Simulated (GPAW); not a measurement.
The system is NaCl.

```
Cl Na
1.0
     3.95140    0.00000    0.00000
     1.97570    3.42201    0.00000
     1.97570    1.14067    3.22631
Cl Na
1 1
Direct
  0.50000 0.50000 0.50000
  0.00000 0.00000 0.00000
```

The cell is a database's computed one.

Base run:

* Program: GPAW 26.7.0
* Functional: PBE
* Potentials or basis: GPAW PAW data sets (gpaw-data 1.2.1)
* Cutoff: 800 eV
* Basis: pw
* k mesh: 7 × 7 × 7
* Occupations: fermi-dirac, width 0.05 eV
* Spin: no spin polarisation

Its results: band gap on the k mesh 5.22 eV, direct; pressure 1.5 GPa.

The run is repeated on the same cell with these changes: functional from PBE to revPBE; potentials or basis from GPAW PAW data sets (gpaw-data 1.2.1) to the program's PAW data sets (release 1.2.1) made for this functional. What comes out?

Band gap on the k mesh 5.50 eV, direct; pressure 3.2 GPa.

Not every run made on this cell is shown here.
